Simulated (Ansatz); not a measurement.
Runs of Ansatz 0.2.0 on NiO. The structure is cubic, space group Fm-3m (No. 225). The conventional cell has a = 4.172 Å, b = 4.172 Å, c = 4.172 Å, α = 90.00°, β = 90.00°, γ = 90.00°. Around Ni (site symmetry m-3m) lie 6 O at 2.09 Å. O (site symmetry m-3m) is surrounded by 6 Ni at 2.09 Å. 

| task | potentials or basis | cell | cutoff (eV) | points for each segment of the path | target pressure (GPa) | gap on the mesh (eV) | pressure (GPa) | moment (μB) |
| --- | --- | --- | --- | --- | --- | --- | --- | --- |
| band structure | Ansatz NC | as given | 1400 | 14 | - | none | 6.7 | (b) |
| relaxation of cell and atoms | Ansatz PAW | relaxed to 2 GPa | 420 | - | 2 | none | 2.0 | 1.79 |
| relaxation of cell and atoms | Ansatz PAW | relaxed to 30 GPa | 420 | - | 30 | none | 30.0 | (c) |
| band structure | PseudoDojo standard (PBE files) | as given | 1333 | 14 | - | none | 6.1 | 1.83 |
| band structure | Ansatz PAW earlier set | as given | 1080 | 14 | - | none | 6.0 | 1.75 |
| band structure | SPMS NC | as given | 1034 | 14 | - | none | 3.1 | 1.63 |
| relaxation of cell and atoms | Ansatz PAW | relaxed | 420 | - | 0 | none | 0.0 | 1.81 |
| relaxation of cell and atoms | Ansatz PAW | relaxed to 20 GPa | 420 | - | 20 | none | 20.0 | (a) |
| band structure | Ansatz PAW | as given | 420 | 14 | - | none | 5.7 | 1.73 |
| band structure | Ansatz PAW earlier set | as given | 930 | 14 | - | none | 6.0 | 1.75 |
| band structure | JTH PAW | as given | 2400 | 14 | - | none | 6.3 | 1.73 |
| relaxation of cell and atoms | Ansatz PAW | relaxed to 10 GPa | 420 | - | 10 | none | 10.0 | 1.63 |

Alike in all rows: level PBE; spin collinear, ferromagnetic start; k mesh 11 × 11 × 11; smearing fermi-dirac 0.05 eV.

Estimate the missing entries.

(a) 1.49; (b) 1.85; (c) 1.33.

Caveats: a cell with one magnetic atom can't hold antiferromagnetic order, which such compounds often take; semilocal functionals often make such compounds metallic where correlation or magnetic order opens a gap, which also shifts bond lengths; the plane-wave basis is chosen anew once the cell has moved, so the energies of steps on either side of that aren't comparable (some runs).

A gap of «none» marks a metal or a gap under the smearing width.
